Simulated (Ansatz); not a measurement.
InP:

```
In P
1.0
     0.00000    2.93050    2.93050
     2.93050    0.00000    2.93050
     2.93050    2.93050    0.00000
In P
1 1
Direct
  0.00000 0.00000 0.00000
  0.75000 0.75000 0.75000
```

Base run:

* Program: Ansatz 0.2.0
* Functional: r2SCAN
* Potentials or basis: Ansatz PAW
* Cutoff: 500 eV
* Density cutoff: 2000 eV
* k mesh: 6 × 6 × 6
* Occupations: fermi-dirac, width 0.05 eV
* Spin: spin-orbit coupling, no magnetisation

Its results: band gap on the k mesh 1.14 eV, direct; pressure 1.6 GPa.

Task: The run is repeated on the same cell with these changes: functional from r2SCAN to PBEsol; cutoff from 500 eV to 420 eV; density cutoff from 2000 eV to 1680 eV. What comes out?

Result: Band gap on the k mesh 0.59 eV, direct; pressure 0.5 GPa.

r2SCAN gives the wider gap, since meta-GGAs in the generalised Kohn-Sham scheme recover part of the derivative discontinuity.

Caveats: the PAW data sets come from PBE, with cores solved anew for the run's functional, which leaves a small shift of forces and pressure.

Not every run made on this cell is shown here.
